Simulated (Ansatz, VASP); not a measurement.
## One calculation of WS2, two programs

File INCAR:

```
SYSTEM = WS2
ALGO     = Normal         ! electronic algorithm
EDIFF    = 1E-6           ! SCF threshold, eV
ENCUT    = 520            ! plane-wave cutoff, eV
GGA      = PE             ! functional
ISIF     = 2              ! what is computed and relaxed
ISMEAR   = 0              ! smearing method
LASPH    = .True.         ! aspherical terms in the spheres
LCHARG   = .True.         ! write CHGCAR
LELF     = .True.         ! ELF
LREAL    = .False.        ! projectors in reciprocal space
LVHAR    = .True.       
LWAVE    = .False.        ! write WAVECAR
NBANDS   = 35             ! bands
NELM     = 60             ! most SCF steps
PREC     = Accurate       ! precision mode
SIGMA    = 0.1            ! smearing width, eV
```

File KPOINTS:

```
k-points
0
Gamma
  6 6 2
  0 0 0
```

File POSCAR:

```
WS2
1.0
    3.1799996605      0.0000000000      0.0000000000
   -1.5899998303      2.7539604900      0.0000000000
    0.0000000000      0.0000000000     12.5000000000
W S
2 4
Direct
    0.3333333333      0.6666666667      0.2500000000
    0.6666666667      0.3333333333      0.7500000000
    0.3333333333      0.6666666667      0.6200000000
    0.6666666667      0.3333333333      0.1200000000
    0.3333333333      0.6666666667      0.8800000000
    0.6666666667      0.3333333333      0.3800000000
```

Input for Ansatz:

```yaml
crystal:
  lattice:
    - [3.1799996605, 0.0, 0.0]
    - [-1.5899998303, 2.75396049, 0.0]
    - [0.0, 0.0, 12.5]
  atoms:
    - { symbol: W, position: [0.3333333333, 0.6666666667, 0.25] }
    - { symbol: W, position: [0.6666666667, 0.3333333333, 0.75] }
    - { symbol: S, position: [0.3333333333, 0.6666666667, 0.62] }
    - { symbol: S, position: [0.6666666667, 0.3333333333, 0.12] }
    - { symbol: S, position: [0.3333333333, 0.6666666667, 0.88] }
    - { symbol: S, position: [0.6666666667, 0.3333333333, 0.38] }
basis:
  ecutwfc: 420
kpoints:
  mp_grid: { grid: [6, 6, 2] }
hamiltonian:
  xc: pbe
scf:
  occupations: { method: gaussian, width: 0.1 }
output:
  forces: true
  stress: true
  eigenvalues: true
```

Alike in both runs: task single point; functional PBE; k mesh 6 × 6 × 2; occupations gaussian, width 0.1 eV; no spin polarisation.

|  | VASP | Ansatz |
| --- | --- | --- |
| version | VASP 6.6.1 | Ansatz 0.2.0 |
| potentials or method | VASP PAW PBE potentials, release 64 (W_sv, S) | scalar-relativistic, plane waves, PAW |
| plane-wave cutoff (eV) | 520 | 420 |
| valence electrons in the cell | 52 | 52 |

VASP gave:

- gap on the k mesh at the Fermi level (eV): 1.01
- least direct gap on the mesh (eV): 1.87
- pressure (GPa): -3.7
- largest component of the traceless stress (GPa): 3.27
- rms of the force components (eV/Å): 0.496

**Question.** Which values does Ansatz return?

**Answer.** gap on the k mesh at the Fermi level (eV): 0.99; least direct gap on the mesh (eV): 1.86; pressure (GPa): -3.7; largest component of the traceless stress (GPa): 3.28; rms of the force components (eV/Å): 0.497.

Atom by atom the forces differ by 0.001 eV/Å (rms over components).

Caveats: spin-orbit coupling is left out, which moves the levels of the heavy elements; this functional lacks dispersion, which binds the layers, so the pressure and a relaxed spacing across them are unreliable; forces of over 1 eV/Å show positions far from the minimum, so gaps and moduli don't describe the material at rest. As with any semilocal functional, this PBE gap is likely too small. A k mesh can miss the band edges.
